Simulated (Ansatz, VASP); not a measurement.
# WC (Qusongite) in VASP and in Ansatz

```
CELL_PARAMETERS angstrom
2.90650 0.00000 0.00000
-1.45325 2.51710 0.00000
0.00000 0.00000 2.83660
ATOMIC_POSITIONS crystal
W 0.00000 0.00000 0.00000
C 0.66667 0.33333 0.50000
```

Alike in both runs: task band structure; functional r2SCAN; k mesh 10 × 10 × 9; occupations fermi-dirac, width 0.05 eV; no spin polarisation.

```csv
,VASP,Ansatz
version,VASP 6.6.1,Ansatz 0.2.0
potentials or method,"VASP PAW PBE potentials, release 64 (W_sv, C)",Ansatz PAW
plane-wave cutoff (eV),520,500
valence electrons in the cell,18,18
```

VASP gave:

```
gap on the k mesh at the Fermi level (eV)       : none
pressure (GPa)                                  : 3.3
largest component of the traceless stress (GPa) : 1.16
```

Question: Which values does Ansatz return?

Answer: gap on the k mesh at the Fermi level (eV): none; pressure (GPa): 1.4; largest component of the traceless stress (GPa): 1.36.

A gap of «none» marks a metal or a gap that the smearing closes.

Caveats: spin-orbit coupling is left out, which moves the levels of the heavy elements; the PAW data sets were made with another functional, which shifts forces and pressure a little (VASP); the PAW data sets come from PBE, with cores solved anew for the run's functional, which leaves a small shift of forces and pressure (Ansatz).
